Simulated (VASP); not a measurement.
The system is BaTiO3.

```
Ba Ti O
1.0
     4.00600    0.00000    0.00000
     0.00000    4.00600    0.00000
     0.00000    0.00000    4.00600
Ba Ti O
1 1 3
Direct
  0.50000 0.50000 0.50000
  0.00000 0.00000 0.00000
  0.00000 0.00000 0.50000
  0.00000 0.50000 0.00000
  0.50000 0.00000 0.00000
```

Base run:

```yaml
Program: VASP 6.6.1
Functional: PBE0
Potentials_or_basis: VASP PAW PBE potentials, release 64 (Ba_sv, Ti_sv, O)
Cutoff: 520 eV
k_mesh: 4 × 4 × 4
Occupations: gaussian, width 0.02 eV
Spin: no spin polarisation
```

Its results: band gap on the k mesh 3.86 eV, indirect (least direct gap 3.98 eV); pressure -2.3 GPa.

Question: After a change of settings the same cell gave: band gap on the k mesh 3.32 eV, indirect (least direct gap 3.46 eV); pressure -2.0 GPa. Which change was it?
A. functional from PBE0 to HSE03
B. functional from PBE0 to r2SCAN-EpsX
C. functional from PBE0 to HSE06

Answer: B.

Caveats: the PAW data sets were made with another functional, which shifts forces and pressure a little; spin-orbit coupling is left out, which moves the levels of the heavy elements.

Not every run made on this cell is shown here.
